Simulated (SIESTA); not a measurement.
Zn under changes of volume

One of the cells (15.451 Å³/atom); the others are scaled copies at fixed shape and fractional positions:

```xyz
1
Lattice="-1.5690 1.5690 1.5690 1.5690 -1.5690 1.5690 1.5690 1.5690 -1.5690" Properties=species:S:1:pos:R:3 pbc="T T T"
Zn    0.0000    0.0000    0.0000
```

This isn't the form of Zn at room conditions, which is hcp.

- Program: SIESTA 5.4.2
- Functional: LDA
- Potentials or basis: PseudoDojo 0.4 standard (LDA files)
- Basis: DZP (energy shift 0.003 Ry; two zetas on semicore shells)
- Grid cutoff: 800 Ry
- Energy shift: 0.003 Ry
- k mesh: 12 × 12 × 12
- Occupations: fermi-dirac, width 0.05 eV
- Spin: no spin polarisation

```csv
volume (Å³/atom),energy over the lowest point (meV/atom),pressure (GPa)
14.524,0.00,-9.5
14.833,19.80,-10.7
15.142,41.83,-11.9
15.451,65.53,-12.6
15.760,90.52,-13.4
16.069,116.64,-13.9
16.378,?,?
```

Task: What does the run at 16.378 Å³/atom give?

Result: Energy over the lowest point 144.00 meV/atom; pressure -14.5 GPa.

Worked out: A Birch-Murnaghan fit of order 3 (a polynomial in V^(-2/3)) to the other rows has no minimum within the range. It gives 143.46 meV/atom at 16.378 Å³/atom, against the run's 144.00, and -dE/dV = -14.1 GPa, against -14.5.

Energies are extrapolated to zero smearing.

Caveats: short orbitals over semicore shells can move pressures by several GPa; the basis of atomic orbitals isn't converged, which shifts pressures, moduli and gaps.
